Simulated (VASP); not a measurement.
# Be in VASP: a series of runs

Runs on Be. Level: PBE. Tasks: single point.

Everything below comes from runs of VASP 6.6.1. Logs are shortened: lines on timing, memory, paths and dates and some standing lists are left out, and cuts for length are marked.

**1. Starting point**

The cell holds a sheet with vacuum, 3 atoms: a = 2.016 Å, b = 2.016 Å, c = 34.024 Å, α = 90.00°, β = 90.00°, γ = 90.00°.

The cell was built by a generator and needn't be a form met in nature.

**2. Single point, PBE**

INCAR reads:

```
  PREC = Accurate
  ENCUT = 520
  EDIFF = 1E-6
  ISMEAR = 0
  SIGMA = 0.1
  LREAL = False
  LASPH = True
  NELM = 100
  ALGO = Normal
  ISIF = 2
  LWAVE = False
  LCHARG = False
  LDIPOL = True
  IDIPOL = 3
  DIPOL = 0.5 0.5 0.250
  GGA = PE
  NBANDS = 10
```

KPOINTS reads:

```
Automatic mesh
0
Gamma
  22 22 1
```

POSCAR reads:

```
Be
1.0
    2.0157136274      0.0000000000      0.0000000000
    0.0000000000      2.0157136274      0.0000000000
    0.0000000000      0.0000000000     34.0244180197
Be
3
Direct
    0.5000000000      0.5000000000      0.3260179831
    0.5000000000      0.5000000000      0.1736231860
    0.5000000000      0.5000000000      0.2498205846
```

Potentials or basis: VASP PAW PBE potentials, release 64 (Be).

Launch:

```console
cat potpaw_PBE.64/Be/POTCAR > POTCAR
mpirun -np 1 vasp_std > vasp.out
```

OUTCAR:

```text
PREC = Accurate
   ENCUT = 520
   EDIFF = 1E-6
   ISMEAR = 0
   LREAL = False
   LASPH = True
   NELM = 100
   ISIF = 2
   GGA = PE

 ion  position               nearest neighbor table
   1  0.500  0.500  0.326-
   2  0.500  0.500  0.174-
   3  0.500  0.500  0.250-

  LATTYP: Found a simple tetragonal cell.
 ALAT       =     2.0157136274
 C/A-ratio  =    16.8795892220

  Lattice vectors:

 A1 = (   2.0157136274,   0.0000000000,   0.0000000000)
 A2 = (   0.0000000000,   2.0157136274,   0.0000000000)
 A3 = (   0.0000000000,   0.0000000000,  34.0244180197)

Analysis of symmetry for initial positions (statically):
=====================================================================
 Subroutine PRICEL returns:
 Original cell was already a primitive cell.

 Routine SETGRP: Setting up the symmetry group for a
 simple tetragonal supercell.

 Subroutine GETGRP returns: Found 16 space group operations
 (whereof  8 operations were pure point group operations)
 out of a pool of 16 trial point group operations.

The static configuration has the point symmetry C_4v.
 The point group associated with its full space group is D_4h.

Analysis of symmetry for dynamics (positions and initial velocities):
=====================================================================
 Subroutine PRICEL returns:
 Original cell was already a primitive cell.

 Routine SETGRP: Setting up the symmetry group for a
 simple tetragonal supercell.

 Subroutine GETGRP returns: Found 16 space group operations
 (whereof  8 operations were pure point group operations)
 out of a pool of 16 trial point group operations.

The dynamic configuration has the point symmetry C_4v.
 The point group associated with its full space group is D_4h.

 Subroutine INISYM returns: Found 16 space group operations
 (whereof  8 operations are pure point group operations),
 and found     1 'primitive' translations

----------------------------------------------------------------------------------------

                                     Primitive cell

  volume of cell :     138.2447

  direct lattice vectors                    reciprocal lattice vectors
     2.015713627  0.000000000  0.000000000     0.496102217  0.000000000  0.000000000
     0.000000000  2.015713627  0.000000000     0.000000000  0.496102217  0.000000000
     0.000000000  0.000000000 34.024418020     0.000000000  0.000000000  0.029390657

  length of vectors
     2.015713627  2.015713627 34.024418020     0.496102217  0.496102217  0.029390657

  position of ions in fractional coordinates (direct lattice)
     0.500000000  0.500000000  0.326017983
     0.500000000  0.500000000  0.173623186
     0.500000000  0.500000000  0.249820585

  ion indices of the primitive-cell ions
[... 98 lines left out ...]
  Fermi-wavevector in a.u.,A,eV,Ry     =   0.575320  1.087196  4.503427  0.330993
  Thomas-Fermi vector in A             =   1.617367
   LORBIT       =      0    0 simple, 1 ext, 2 COOP (PROOUT), +10 PAW based schemes
   GGA     = PE    functional components
   LHFCALC =     F    Hartree Fock is set to
   AEXX    =    0.0000 exact exchange contribution
   IVDW    =     0    specifies the selected vdW correction
   LEPSILON=     F    determine dielectric tensor
   LRPA    =     F    only Hartree local field effects (RPA)
 non-spin polarized calculation
 Gauss-broadening in eV      SIGMA  =   0.10
  energy-cutoff  :      520.00
  volume of cell :      138.24
 maximum number of plane-waves:      3773
 NGX is ok and might be reduce to    16
   NGX =  7   NGY =  7   NGZ =127

 dipolmoment           0.000000      0.000000      0.000000 electrons x Angstroem

 number of electron       6.0000000 magnetization

 dipolmoment           0.000000      0.000000     -0.000000 electrons x Angstroem

 Free energy of the ion-electron system (eV)
  ---------------------------------------------------
  ext. energy  EPLUGINS =         0.00000000
  ---------------------------------------------------
  free energy    TOTEN  =        -8.34301483 eV

  energy without entropy =       -8.33905200  energy(sigma->0) =       -8.34103341

 E-fermi :  -2.4629     XC(G=0):  -2.6575

 val. band max:       -2.4835899489   @ k =   0.2273   0.2273   0.0000
 cond. band min:      -2.4582211307   @ k =   0.5000   0.2273   0.0000
 fundamental gap:      0.0253688182
 Fermi energy:        -2.4629013678

 k-point     1 :       0.0000    0.0000    0.0000
  band No.  band energies     occupation
      1     -11.3719      2.00000
      2     -10.1554      2.00000
      3      -8.1595      2.00000
      4      -5.9795      2.00000
      5      -2.8614      2.00000
      6       0.3097      0.00000
      7       1.7135      0.00000
      8       2.0177      0.00000
      9       2.0864      0.00000
     10       2.5299      0.00000
[... 287 lines left out ...]
 k-point    24 :       0.0909    0.0909    0.0000
  band No.  band energies     occupation
      1     -10.9071      2.00000
      2      -9.6934      2.00000
      3      -7.7544      2.00000
      4      -5.4184      2.00000
      5      -2.3508      0.11280
      6       0.8247      0.00000
      7       2.3119      0.00000
      8       2.6194      0.00000
      9       2.6953      0.00000
     10       3.1346      0.00000

 [... further k-points ...]

------------------------ aborting loop because EDIFF is reached ----------------------------------------

 vacuum level on the upper side and lower side of the slab       (xc-potential included)        -0.014        -0.013

  FORCE on cell =-STRESS in cart. coord.  units (eV):
  Direction    XX          YY          ZZ          XY          YZ          ZX
  --------------------------------------------------------------------------------------
  -------------------------------------------------------------------------------------
  Total        0.0243172      0.0243172      0.0004745      0.0000000      0.0000000     -0.0000000
  in kB        0.2818220      0.2818220      0.0054994      0.0000000      0.0000000     -0.0000000
  external PRESSURE =       0.1897145 kB  Pullay stress =       0.0000000 kB

 VOLUME and BASIS-vectors are now :
 -----------------------------------------------------------------------------
  energy-cutoff  :      520.00
  volume of cell :      138.24
      direct lattice vectors                 reciprocal lattice vectors
     2.015713627  0.000000000  0.000000000     0.496102217  0.000000000  0.000000000
     0.000000000  2.015713627  0.000000000     0.000000000  0.496102217  0.000000000
     0.000000000  0.000000000 34.024418020     0.000000000  0.000000000  0.029390657

 POSITION                                       TOTAL-FORCE (eV/Angst)
 -----------------------------------------------------------------------------------
      1.00786      1.00786     11.09257         0.000000      0.000000      0.000241
      1.00786      1.00786      5.90743        -0.000000     -0.000000     -0.000241
      1.00786      1.00786      8.50000        -0.000000      0.000000      0.000000
 -----------------------------------------------------------------------------------
    total drift:                                0.000000     -0.000000     -0.000003

  FREE ENERGIE OF THE ION-ELECTRON SYSTEM (eV)
  ---------------------------------------------------
  free  energy   TOTEN  =        -8.3430148254 eV

  energy  without entropy=       -8.3390520032  energy(sigma->0) =       -8.34103341

 vacuum level on the upper side and lower side of the slab         2.011         2.011
```

OSZICAR:

```text
N       E                     dE             d eps       ncg     rms          rms(c)
DAV:   1     0.150001246176E+02    0.15000E+02   -0.24261E+03  1560   0.427E+02
DAV:   2    -0.826499111827E+01   -0.23265E+02   -0.21691E+02  2560   0.705E+01
DAV:   3    -0.886949569396E+01   -0.60450E+00   -0.60145E+00  2030   0.120E+01
[... 12 lines left out ...]
DAV:  16    -0.834298998524E+01   -0.24461E-04   -0.25014E-06  1880   0.421E-03    0.547E-04
DAV:  17    -0.834300913418E+01   -0.19149E-04   -0.25467E-06  1660   0.251E-03    0.206E-04
DAV:  18    -0.834301147682E+01   -0.23426E-05   -0.85394E-08  1820   0.651E-04    0.154E-04
DAV:  19    -0.834301419623E+01   -0.27194E-05   -0.14112E-07  1596   0.505E-04    0.782E-05
DAV:  20    -0.834301482539E+01   -0.62916E-06   -0.54635E-09  1448   0.186E-04
   1 F= -.83430148E+01 E0= -.83410334E+01  d E =-.396282E-02
```

stdout:

```text
POSCAR found type information on POSCAR Be
 POSCAR found :  1 types and       3 ions
 scaLAPACK will be used
 LDA part: xc-table for (Slater+PW92), standard interpolation
 POSCAR, INCAR and KPOINTS ok, starting setup
 FFT: planning ... GRIDC
 FFT: planning ... GRID_SOFT
 FFT: planning ... GRID
 WAVECAR not read
 entering main loop
```

Wall time 2.1 min (1 thread of Intel Xeon Platinum 8488C (Sapphire Rapids), shared host); peak memory 0.27 GiB.

Results:

```yaml
Free_energy: -8.3430 eV
Band_gap_on_the_k_mesh: none (metal or under the smearing width)
```

**3. Single point, PBE**

INCAR reads:

```
ALGO = Normal
DIPOL = 0.5 0.5 0.250
EDIFF = 1E-6
ENCUT = 520
GGA = PE
IDIPOL = 3
ISIF = 2
ISMEAR = 0
LASPH = T
LCHARG = T
LDIPOL = T
LELF = T
LREAL = F
LVACPOTAV = T
LVHAR = T
LWAVE = F
NBANDS = 10
NELM = 100
PREC = Accurate
SIGMA = 0.1
```

KPOINTS reads:

```
k-points
0
Gamma
  22 22 1
```

POSCAR is that of step 2.

Potentials or basis: VASP PAW PBE potentials, release 64 (Be).

Launch:

```console
cat potpaw_PBE.64/Be/POTCAR > POTCAR
mpirun -np 1 vasp_std > vasp.out
```

OUTCAR:

```text
EDIFF = 1E-6
   ENCUT = 520
   GGA = PE
   ISIF = 2
   ISMEAR = 0
   LASPH = T
   LREAL = F
   NELM = 100
   PREC = Accurate

 ion  position               nearest neighbor table
   1  0.500  0.500  0.326-
   2  0.500  0.500  0.174-
   3  0.500  0.500  0.250-

  LATTYP: Found a simple tetragonal cell.
 ALAT       =     2.0157136274
 C/A-ratio  =    16.8795892220

  Lattice vectors:

[... 510 lines left out ...]

  FORCE on cell =-STRESS in cart. coord.  units (eV):
  Direction    XX          YY          ZZ          XY          YZ          ZX
  --------------------------------------------------------------------------------------
  -------------------------------------------------------------------------------------
  Total        0.0243172      0.0243172      0.0004745      0.0000000      0.0000000     -0.0000000
  in kB        0.2818220      0.2818220      0.0054994      0.0000000      0.0000000     -0.0000000
  external PRESSURE =       0.1897145 kB  Pullay stress =       0.0000000 kB

 VOLUME and BASIS-vectors are now :
 -----------------------------------------------------------------------------
  energy-cutoff  :      520.00
  volume of cell :      138.24
      direct lattice vectors                 reciprocal lattice vectors
     2.015713627  0.000000000  0.000000000     0.496102217  0.000000000  0.000000000
     0.000000000  2.015713627  0.000000000     0.000000000  0.496102217  0.000000000
     0.000000000  0.000000000 34.024418020     0.000000000  0.000000000  0.029390657

 POSITION                                       TOTAL-FORCE (eV/Angst)
 -----------------------------------------------------------------------------------
      1.00786      1.00786     11.09257         0.000000      0.000000      0.000241
      1.00786      1.00786      5.90743        -0.000000     -0.000000     -0.000241
      1.00786      1.00786      8.50000        -0.000000      0.000000      0.000000
 -----------------------------------------------------------------------------------
    total drift:                                0.000000     -0.000000     -0.000003

  FREE ENERGIE OF THE ION-ELECTRON SYSTEM (eV)
  ---------------------------------------------------
  free  energy   TOTEN  =        -8.3430148254 eV

  energy  without entropy=       -8.3390520032  energy(sigma->0) =       -8.34103341

 vacuum level on the upper side and lower side of the slab         2.030         2.030
```

It took 1.9 min on 1 thread of Intel Xeon Platinum 8488C (Sapphire Rapids), shared host; peak memory 0.28 GiB.

Results:

```
Free energy                     : -8.3430 eV
Band gap on the k mesh          : none (metal or under the smearing width)
Work function of the upper face : 4.49 eV
Work function of the lower face : 4.49 eV
```

Levels at points of the mesh, in eV from the Fermi level:
```
           k point  band 1  band 2  band 3  band 4  band 5  band 6
(0.00, 0.00, 0.00)   -8.91   -7.69   -5.70   -3.52   -0.40    2.77
(0.50, 0.00, 0.00)   -3.60   -2.66   -1.72    0.54    1.37    3.99
(0.50, 0.50, 0.00)    2.81    2.81    3.62    3.62    4.34    4.34
```

**4. Single point, PBE**

INCAR reads:

```
SYSTEM = Be
PREC = Accurate ; ENCUT = 520
EDIFF = 1E-6 ; ISMEAR = 0
SIGMA = 0.1 ; LREAL = .False.
LASPH = .True. ; NELM = 100
ALGO = Normal ; ISIF = 2
LWAVE = .False. ; LCHARG = .False.
LDIPOL = .True. ; IDIPOL = 3
DIPOL = 0.5 0.5 0.250 ; GGA = PE
NBANDS = 10
```

KPOINTS reads:

```
regular mesh
0
Gamma
  22 22 1
  0 0 0
```

POSCAR is that of step 3.

Launch:

```console
cat potpaw_PBE.64/Be/POTCAR > POTCAR
mpirun -np 1 vasp_std > vasp.out
```

Wall time 1.8 min (1 thread of Intel Xeon Platinum 8488C (Sapphire Rapids), shared host); peak memory 0.27 GiB.

It converged, with:

```yaml
Free_energy: -8.3430 eV
Band_gap_on_the_k_mesh: none (metal or under the smearing width)
```

Levels at points of the mesh, in eV from the Fermi level:
```csv
k point,band 1,band 2,band 3,band 4,band 5,band 6,band 7
"(0.00, 0.00, 0.00)",-8.91,-7.69,-5.70,-3.52,-0.40,2.77,4.18
"(0.50, 0.00, 0.00)",-3.60,-2.66,-1.72,0.54,1.37,3.99,4.41
"(0.50, 0.50, 0.00)",2.81,2.81,3.62,3.62,4.34,4.34,9.06
```
